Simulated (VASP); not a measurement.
Wanted: the native input for a VASP 6.6.1 run.

```
Task                   : single point
Functional             : PBE
Potentials or basis    : VASP PAW PBE potentials, release 64 (Hg, Se)
Cutoff                 : 520 eV
k mesh                 : 6 × 6 × 6
Occupations            : gaussian, width 0.1 eV
Spin                   : no spin polarisation
Dipole correction      : no
Further INCAR settings : ALGO = Fast; EDIFF = 1e-06; NBANDS = 16
```

The structure of HgSe lies in POSCAR:

```
HgSe
1.0
    0.0000000000      3.0963260000      3.0963260000
    3.0963260000      0.0000000000      3.0963260000
    3.0963260000      3.0963260000      0.0000000000
Hg Se
1 1
Direct
    0.0000000000      0.0000000000      0.0000000000
    0.7500000000      0.7500000000      0.7500000000
```

The cell is a database's computed one.

The input as run:

INCAR

```
PREC     = Accurate       # precision mode
ENCUT    = 520            # plane-wave cutoff, eV
EDIFF    = 1E-6           # SCF threshold, eV
ISMEAR   = 0              # smearing method
SIGMA    = 0.1            # smearing width, eV
LREAL    = F              # projectors in reciprocal space
LASPH    = T              # aspherical terms in the spheres
NELM     = 100            # most SCF steps
ALGO     = Fast           # electronic algorithm
ISIF     = 2              # what is computed and relaxed
LWAVE    = F              # write WAVECAR
LCHARG   = F              # write CHGCAR
GGA      = PE             # functional
NBANDS   = 16             # bands
```

KPOINTS

```
regular mesh
0
Gamma
  6 6 6
```

Potentials or basis: VASP PAW PBE potentials, release 64 (Hg, Se).

Command:

```sh
$ cat potpaw_PBE.64/Hg/POTCAR potpaw_PBE.64/Se/POTCAR > POTCAR
$ mpirun -np 1 vasp_std > vasp.out
```

Results of the run:

```
Pressure               : 1.8 GPa
Band gap on the k mesh : none (metal or under the smearing width)
```

It took 13 s on 1 thread of Intel(R) Xeon(R) Platinum 8559C (Emerald Rapids), on a shared host, peak memory 0.2 GiB.
